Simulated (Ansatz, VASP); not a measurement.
Two plane-wave programs on Be8H

```
CELL_PARAMETERS angstrom
6.54254 0.00000 0.00000
0.00000 3.25115 0.00000
0.00000 0.00000 3.25115
ATOMIC_POSITIONS crystal
Be 0.39645 0.74475 0.74475
Be 0.86744 0.74838 0.74838
Be 0.10355 0.25525 0.74475
Be 0.63256 0.25162 0.74838
Be 0.10355 0.74475 0.25525
Be 0.63256 0.74838 0.25162
Be 0.39645 0.25525 0.25525
Be 0.86744 0.25162 0.25162
H 0.25000 0.00000 0.00000
```

Alike in both runs: functional PBE; k mesh 4 × 6 × 6; occupations gaussian, width 0.1 eV; no spin polarisation.

Ansatz relaxed the structure, and its values are those at the end. VASP's run is a single point on that final structure, the one shown.

```csv
,VASP,Ansatz
version,VASP 6.6.1,Ansatz 0.2.0
potentials or method,"VASP PAW PBE potentials, release 64 (Be, H)","scalar-relativistic, plane waves, PAW"
plane-wave cutoff (eV),520,420
valence electrons in the cell,17,17
```

Ansatz gave:

| Item | Value |
| --- | --- |
| gap on the k mesh at the Fermi level (eV) | none |
| pressure (GPa) | 0.0 |

Question: Estimate VASP's values.

Answer: gap on the k mesh at the Fermi level (eV): none; pressure (GPa): 0.1.

A gap of «none» marks a metal or a gap that the smearing closes. Ansatz warned: «near_symmetry_operations_not_taken».
